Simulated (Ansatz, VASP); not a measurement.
# GaP: VASP beside Ansatz

One calculation is typed for both programs; each brings its own data sets. How far apart do they land? The cell is taken from a series of runs on this material, whose earlier steps may have relaxed, scaled, displaced or heated it; both programs get it as it stands.

Main program and level: Ansatz 0.2.0; plane waves, with VASP 6.6.1 beside it; zone-centre phonons at LDA.

### Step 1. Starting point

The structure is trigonal, space group R3m (No. 160). Conventional cell: a = 3.660 Å, b = 3.660 Å, c = 9.525 Å, α = 90.00°, β = 90.00°, γ = 120.00°. P has 4 Ga at 2.28 to 2.32 Å nearest. Ga has 4 P at 2.28 to 2.32 Å nearest. Farther neighbours are not listed.

### Step 2. Ansatz: zone-centre phonons, LDA, pair 1

Ansatz runs on its PAW soft_1 files.

Second derivatives magnify differences that forces hide, and they need a tight electronic threshold.

Input file input.yaml:

```yaml
crystal:
  lattice:
    - [0.1079136377, 2.6957911209, 2.6957911209]
    - [2.6957911209, 0.1079136377, 2.6957911209]
    - [2.6957911209, 2.6957911209, 0.1079136377]
  atoms:
    - { symbol: P, position: [0.7531361549, 0.7531361549, 0.7531361549] }
    - { symbol: Ga, position: [-0.0031361549, -0.0031361549, -0.0031361549] }
kpoints:
  mp_grid: { grid: [12, 12, 12] }
hamiltonian:
  xc: lda
  pseudopotentials: { kind: paw, azcp: { folder: soft_1 }, xc_functional: pbe }
scf:
  occupations: { method: fixed }
output:
  eigenvalues: true
phonons:
  method: dfpt
  dielectric: true
  rigid_motions: translations
```

On the command line:

```bash
> ansatz run input.yaml --threads 4 --pin off --max-ram 10240MiB --backend cpu --events-out ev --progress --plain --runs-dir out
```

Numbers of over 12 decimals in the logs are rounded to 6 here.

What it wrote:

```text
Engine: ansatz 0.2.0, x86_64-unknown-linux-gnu
Pseudopotentials: kind: paw
Pseudopotential: P, paw, valence charge 5, recommended cutoff 420 eV (normal), soft_1/P.paw.azcp
Pseudopotential: Ga, paw, valence charge 13, recommended cutoff 420 eV (normal), soft_1/Ga.paw.azcp
Functional definition: SPW92
  exchange = slater_x
  correlation = pw_c
Crystal: 2 atoms, lattice volume = 36.831 Å³
Basis set: ecut = 420 eV, 725 PW (Γ), exchange–correlation on 54×54×54 points (8 copies of the dense FFT grid, shifted against one another)
Bands: 13, of which v1, the nominal top of the filled ones, is band 9 counted from 1 (8 counted from 0)
Symmetry: 6 space group operations
k-points: 476 of 1728 (irreducible under 2 space group operations, time reversal used)
Non-local potential: P, projectors of the file, l = 0: 2, l = 1: 2, l = 2: 1
Non-local potential: Ga, projectors of the file, l = 0: 2, l = 1: 2, l = 2: 3, l = 3: 1
PAW form: soft (Blöchl's): semilocal exchange-correlation on the pseudo side does not see the compensation charge
PAW frozen core: P, regenerated for the run's functional, and the local potential with it (the file was generated under x = pbe(κ = 0.804, μ = 0.219515), c = pbe(β = 0.066725))
PAW frozen core: Ga, regenerated for the run's functional, and the local potential with it (the file was generated under x = pbe(κ = 0.804, μ = 0.219515), c = pbe(β = 0.066725))
PAW one-centre angular grid: P, 110 points (default); XC on 64 Gauss nodes
PAW one-centre angular grid: Ga, 590 points (default); XC on 64 Gauss nodes
Initial density: superposition of atomic densities (chi_scale 0.1, normalization cell, long waves kept (reshape's long-wave potential 0.00 eV rms))
Initial wavefunctions: pseudopotential atomic-orbital guess
Functional: x = slater, c = lda
SCF iter   1: F=—  HF=-4433.909685 eV  |F-HF|=—  |Δ(HF+E_count)|=         —  Δρ=4.77e-2  dr2=7.36e-1  ethr=3.10e-3  ⟨swp⟩=5.0  Hψ=33416  notcnv=0  defer=932
preconditioner: auto → none  [insulator: Δε(μ)=1.413 eV  Ē_g=15.769 eV  n_scr=14 (ndim 8)  ℏωp=26.0 eV  f_vac=0.000  ε∞_Penn≈3.7]
SCF iter   2: F=—  HF=-4433.702398 eV  |F-HF|=—  |Δ(HF+E_count)|=   2.07e-1  Δρ=2.10e-2  dr2=9.16e-2  ethr=3.10e-3  ⟨swp⟩=2.1  Hψ=11714  notcnv=0  defer=863
SCF iter   3: F=—  HF=-4433.688354 eV  |F-HF|=—  |Δ(HF+E_count)|=   1.40e-2  Δρ=5.28e-3  dr2=8.90e-3  ethr=5.09e-4  ⟨swp⟩=3.1  Hψ=11487  notcnv=0  defer=934
SCF iter   4: F=—  HF=-4433.685223 eV  |F-HF|=—  |Δ(HF+E_count)|=   3.13e-3  Δρ=2.63e-3  dr2=9.46e-4  ethr=4.95e-5  ⟨swp⟩=3.0  Hψ=12344  notcnv=0  defer=947
SCF iter   5: F=—  HF=-4433.684831 eV  |F-HF|=—  |Δ(HF+E_count)|=   3.92e-4  Δρ=5.52e-4  dr2=4.09e-5  ethr=5.26e-6  ⟨swp⟩=2.0  Hψ=11436  notcnv=0  defer=947
SCF iter   6: F=—  HF=-4433.684833 eV  |F-HF|=—  |Δ(HF+E_count)|=   2.08e-6  Δρ=5.80e-5  dr2=9.28e-7  ethr=2.27e-7  ⟨swp⟩=2.1  Hψ=7337  notcnv=0  defer=841
SCF iter   7: F=—  HF=-4433.684833 eV  |F-HF|=—  |Δ(HF+E_count)|=   2.33e-7  Δρ=9.20e-6  dr2=2.31e-8  ethr=5.15e-9  ⟨swp⟩=2.1  Hψ=7927  notcnv=0  defer=457
SCF iter   8: F=—  HF=-4433.684833 eV  |F-HF|=—  |Δ(HF+E_count)|=   1.17e-8  Δρ=1.62e-6  dr2=5.59e-10  ethr=1.28e-10  ⟨swp⟩=2.0  Hψ=10471  notcnv=0  defer=457
SCF iter   9: F=-4433.684833 eV  HF=-4433.684833 eV  |F-HF|=3.64e-12  |Δ(HF+E_count)|=  1.82e-10  Δρ=1.73e-7  dr2=4.87e-12  ethr=1.00e-12  ⟨swp⟩=9.7  Hψ=45081  notcnv=0
SCF 1 converged in 9 iterations: F = -4433.684833 eV  dr2 = 4.87e-12
  greatest PAW one-centre occupation: 0.994 electrons in one spin orbital (limit 2), on the Ga atom at site 1 (counted from 0), in its partial waves of l = 2
NSCF: frozen V_eff on 5 k-points
DFPT response loops at Γ: preconditioner auto → none (the input reference at scf.mixing.eps_inf says where Resta's filter doesn't serve); β = 0.50; Broyden in place of MSR1
── the response to a field inside a basis, on 12×12×12 k-points: an SCF that follows is theirs, and a resumed run solves both again ──
Bands: 10, of which v1, the nominal top of the filled ones, is band 9 counted from 1 (8 counted from 0)
k-points: 182 of 1728 (time reversal used)
Initial density: handed on by an earlier stage of this run
Initial wavefunctions: pseudopotential atomic-orbital guess (no wavefunctions were taken with the density)
Eigensolver: Dense (182 Hₖ)
SCF iter   1: F=—  HF=-4433.684132 eV  |F-HF|=—  |Δ(HF+E_count)|=         —  Δρ=1.40e-4  dr2=2.46e-6  ethr=1.00e-1
preconditioner: auto → none  [insulator: Δε(μ)=0.988 eV  Ē_g=13.450 eV  n_scr=14 (ndim 8)  ℏωp=26.0 eV  f_vac=0.000  ε∞_Penn≈4.7]
SCF iter   2: F=—  HF=-4433.684131 eV  |F-HF|=—  |Δ(HF+E_count)|=   7.81e-7  Δρ=1.02e-4  dr2=1.51e-6  ethr=1.37e-8
SCF iter   3: F=—  HF=-4433.684132 eV  |F-HF|=—  |Δ(HF+E_count)|=   2.54e-7  Δρ=2.73e-5  dr2=2.44e-7  ethr=8.39e-9
SCF iter   4: F=-4433.684131 eV  HF=-4433.684131 eV  |F-HF|=1.54e-9  |Δ(HF+E_count)|=   3.02e-7  Δρ=3.21e-6  dr2=2.32e-9  ethr=1.35e-9
SCF 1 converged in 4 iterations: F = -4433.684131 eV  dr2 = 2.32e-9
DFPT response loops at Γ: mixed as the last ones told, above
WARN: field response: ε∞ stands inside a basis, on 12×12×12 points; the force constants stand on the 12×12×12 k-mesh, whose period is 13.41 times the interband length at k = (0.0000, 0.0000, 0.0000), direct gap 1.798 eV, under 14: take them and everything formed from them as unconverged, and compare with a denser kpoints.mp_grid
SCF converged after 9 iterations
Free energy (F): -4433.684833 eV
Harris-Foulkes:  -4433.684833 eV  (|F-HF|=3.64e-12)
Internal energy: -4433.684833 eV  (E = F + TS)
E sigma→0 (E₀):  -4433.684833 eV
Fermi energy:    8.295920 eV
--- Per-component energies (eV) ---
  E_band       = -46.650093
  E_kinetic    = 184.227010
  E_local      = -1616.714203  (includes V_loc(G=0)·N_el)
  E_nonlocal   = -56.926949
  E_hartree    = 990.788050
  E_xc         = -136.996041
  E_vxc        = -119.914364  (∫ρ·V_xc dr)
  E_paw        = -2445.130821  (= ΣΔE_a)
  E_vpaw       = -418.897516  (= ΣTr[D̂ρ^β])
  E_aug_tail   = -0.000183  (compensation charges beyond the density's cutoff)
  E_ewald      = -1354.777528
  E_core_change = 1.845833  (= ΣΔE_core)
  E_smearing   = -0.000000  (= −TS)
  E_closure    = 0.000000  (closes the sum)
  Σ components = -4433.684833   (vs F -4433.684833, Δ=0.00e0)
--- Band table (eV; the first three rows and the last of 476) ---
  k-point 0: bands = [... 5 lower, -5.1843, 7.6525, 8.2959, 8.2959, 10.0935, 11.7534, 12.1062, 12.1062]
  k-point 1: bands = [... 5 lower, -5.0778, 7.2368, 7.6755, 8.1497, 10.3863, 11.9355, 12.2997, 12.4496]
  k-point 2: bands = [... 5 lower, -4.7664, 5.7104, 7.3076, 7.8137, 10.4331, 12.1340, 12.6928, 13.6207]
  k-point 475: bands = [... 5 lower, -3.0636, 0.6336, 7.1600, 7.1600, 10.5476, 13.0206, 13.0206, 16.5977]
--- Phonons (Γ-DFPT): 2 representative perturbations + reference, on 476 of 1728 k-points (Σ response iterations 6) ---
  k mesh reduced under 2 symmetry operations, with k and −k counted as one. Each operation leaves every solved perturbation unchanged. A smaller set is not considered because the run solves the response to a homogeneous field
  ASR residual: 2.508e-5 → 0.000e0 eV/Å²; symmetrization residual: 1.610e-6 eV/Å²
  ASR residual per site (eV/Å²): 2.51e-5 2.50e-5
  Γ frequencies (cm⁻¹): 0.00 0.00 0.00 384.59 394.72 394.72
  ε∞ (high-frequency dielectric tensor):
       10.457605     0.293894     0.293894
        0.293894    10.457605     0.293894
        0.293894     0.293894    10.457605
  ε⁰ (static dielectric tensor: ions relaxed, cell fixed):
       12.030053     0.426006     0.426006
        0.426006    12.030053     0.426006
        0.426006     0.426006    12.030053
  ε⁰ − ε∞ (ionic part):
        1.572449     0.132112     0.132112
        0.132112     1.572449     0.132112
        0.132112     0.132112     1.572449
  softest optical mode at Γ: 384.59 cm⁻¹; the repairs (sum rule, projections) moved no ω² at Γ by more than (0.73 cm⁻¹)²
  Born effective charges Z* (e; rows j = field, columns β = displacement):
    site 0:
        -1.96142   -0.06342   -0.06342
        -0.06342   -1.96142   -0.06342
        -0.06342   -0.06342   -1.96142
    site 1:
         1.96142    0.06342    0.06342
         0.06342    1.96142    0.06342
         0.06342    0.06342    1.96142
  Z* charge neutrality: 5.069e-3 e pre-enforcement
  solved inside a basis spanned on kpoints, on 12×12×12 k-points, its susceptibility summed on 16×16×16: ε∞ is read to err by 4.7e-2, Z* by 2.0e-2 e (field_mesh: kpoints solves on kpoints); Z* is corrected for what the basis lacks
  optical modes at Γ without the LO–TO term, one row a degenerate level:
      ω (cm⁻¹)  modes    IR ((D/Å)²/amu)
        384.59      1             4.6911
        394.72      2             7.7505
  optical modes at Γ + LO–TO along q̂ = [1.0000, 0.0000, 0.0000]:
      ω (cm⁻¹)  modes    IR ((D/Å)²/amu)
        387.70      1             4.4952
        394.72      1             3.8752
        419.96      1             4.0711
  optical modes at Γ + LO–TO along q̂ = [0.0000, 1.0000, 0.0000]:
      ω (cm⁻¹)  modes    IR ((D/Å)²/amu)
        387.70      1             4.4952
        394.72      1             3.8752
        419.96      1             4.0711
  optical modes at Γ + LO–TO along q̂ = [0.0000, 0.0000, 1.0000]:
      ω (cm⁻¹)  modes    IR ((D/Å)²/amu)
        387.70      1             4.4952
        394.72      1             3.8752
        419.96      1             4.0711
```

Reading the cycles: dr2 is the Hartree energy of the density residual (eV), the measure of convergence; HF is the Harris–Foulkes estimate of the energy, which meets the free energy F at convergence.

(Part 1 of 3 ends here.)

[Lines on the potential files, build, host, timing and source positions are cut from VASP's logs without a mark.]

[Logs are printed without paths, hosts, clocks, repeated set-up lines and the standing remarks that a program may print on its own settings, such as how far it seeks lower states.]

[Hosts, paths, dates, database ids (printed as entryN), source tags and the programs' standing remarks are cut or masked in the printed files.]
